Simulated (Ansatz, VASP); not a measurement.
**One calculation of Au, two programs**

File INCAR:

```
PREC = Accurate
ENCUT = 600
EDIFF = 1E-7
ISMEAR = -1
SIGMA = 0.05
LREAL = F
LASPH = T
NELM = 80
ALGO = Normal
ISIF = 3
LWAVE = F
LCHARG = F
GGA = PS
IVDW = 13
IBRION = 2
NSW = 60
EDIFFG = -0.01
```

Contents of KPOINTS:

```
Automatic mesh
0
Gamma
  11 11 11
```

POSCAR

```
Au
1.0
    0.0000000000      2.0350000000      2.0350000000
    2.0350000000      0.0000000000      2.0350000000
    2.0350000000      2.0350000000      0.0000000000
Au
1
Direct
    0.0000000000      0.0000000000      0.0000000000
```

File input.yaml:

```yaml
crystal:
  lattice:
    - [0.0, 2.035, 2.035]
    - [2.035, 0.0, 2.035]
    - [2.035, 2.035, 0.0]
  atoms:
    - { symbol: Au, position: [0.0, 0.0, 0.0] }
hamiltonian:
  xc: pbesol
  pseudopotentials: { kind: paw }
  dispersion: d4
kpoints:
  mp_grid: { grid: [11, 11, 11] }
scf:
  occupations: { method: fermi_dirac, width: 0.05 }
output:
  forces: true
  stress: true
  eigenvalues: true
relax:
  f_tol: 0.01
  max_steps: 40
  cell: { stress_tol: 0.05 }
```

Alike in both runs: task relaxation of cell and atoms; functional PBEsol; dispersion D4; k mesh 11 × 11 × 11; occupations fermi-dirac, width 0.05 eV; no spin polarisation.

```csv
,VASP,Ansatz
version,VASP 6.6.1,Ansatz 0.2.0
potentials or method,"VASP PAW PBE potentials, release 64 (Au)",Ansatz PAW
plane-wave cutoff (eV),600,420
valence electrons in the cell,11,19
```

|  | VASP | Ansatz | Ansatz less VASP |
| --- | --- | --- | --- |
| gap on the k mesh at the Fermi level, each at its own relaxed structure (eV) | none | none | - |
| relaxed volume (Å³/atom) | 16.67 | 16.69 | +0.017 |
| relaxed cell length with the largest relative difference (Å) | 2.867 | 2.868 | +0.0010 |
| energy change over the relaxation (meV/atom) | -1 | -1 | +0.2 |

A gap of «none» marks a metal or a gap that the smearing closes. The two sets of potentials don't hold the same shells in valence.

Caveats: pairwise dispersion overbinds metals, which lowers pressure and volume; the PAW data sets were made with another functional, which shifts forces and pressure a little (VASP); the plane-wave basis is chosen anew once the cell has moved, so the energies of steps on either side of that aren't comparable (Ansatz); the PAW data sets come from PBE, with cores solved anew for the run's functional, which leaves a small shift of forces and pressure (Ansatz). The runs have no spin-orbit coupling, so splittings on Au are missing.
